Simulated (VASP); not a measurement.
Set up this calculation in VASP 6.6.1, as the native input.

| Item | Value |
| --- | --- |
| Task | relaxation of the atoms |
| Functional | PBE |
| Potentials or basis | VASP PAW PBE potentials, release 64 (Ga, Sb) |
| Cutoff | 300 eV |
| k mesh | 5 × 5 × 5 |
| Occupations | gaussian, width 0.03 eV |
| Spin | no spin polarisation |
| Further INCAR settings | ALGO = Normal; EDIFF = 1e-07; IBRION = 2; EDIFFG = -0.01; NSW = 40 |

The structure of GaSb lies in POSCAR:

```
GaSb                                    
1.0
   -0.0000000000      3.0532087026      3.0532087026
    3.0532087026     -0.0000000000      3.0532087026
    3.0532087026      3.0532087026      0.0000000000
  Ga              Sb            
     1     1
Direct
     1.0000000000000000    0.0000000000000000    1.0000000000000000
     0.2500000000000000    0.2500000000000000    0.2500000000000000
```

The cell isn't the ideal one: a relaxed cell with its volume scaled by 0.94.

These files were run (other wordings do the same):

INCAR

```
ALGO     = Normal         # electronic algorithm
EDIFF    = 1E-7           # SCF threshold, eV
EDIFFG   = -0.01          # ionic threshold
ENCUT    = 300            # plane-wave cutoff, eV
GGA      = PE             # functional
IBRION   = 2              # ionic algorithm
ISIF     = 2              # what is computed and relaxed
ISMEAR   = 0              # smearing method
LASPH    = True           # aspherical terms in the spheres
LCHARG   = False          # write CHGCAR
LREAL    = False          # projectors in reciprocal space
LWAVE    = False          # write WAVECAR
NELM     = 80             # most SCF steps
NSW      = 40             # ionic steps
PREC     = Accurate       # precision mode
SIGMA    = 0.03           # smearing width, eV
```

KPOINTS

```
k-points
0
Gamma
  5 5 5
```

Potentials or basis: VASP PAW PBE potentials, release 64 (Ga, Sb).

Command:

```bash
$ cat potpaw_PBE.64/Ga/POTCAR potpaw_PBE.64/Sb/POTCAR > POTCAR
$ mpirun -np 1 vasp_std > vasp.out
```

It gave:

The pressure after relaxing is 2.9 GPa and the band gap on the k mesh is 0.13 eV, direct.

Caveat: the relaxation stopped at its first step, so nothing moved; spin-orbit coupling is left out, which moves the levels of the heavy elements; an odd mesh through Γ misses points on the zone boundary, where band edges often lie.

Wall time 2.6 s on 1 thread of Intel(R) Xeon(R) 6975P-C (Granite Rapids), with other jobs on the host, peak memory 0.13 GiB.
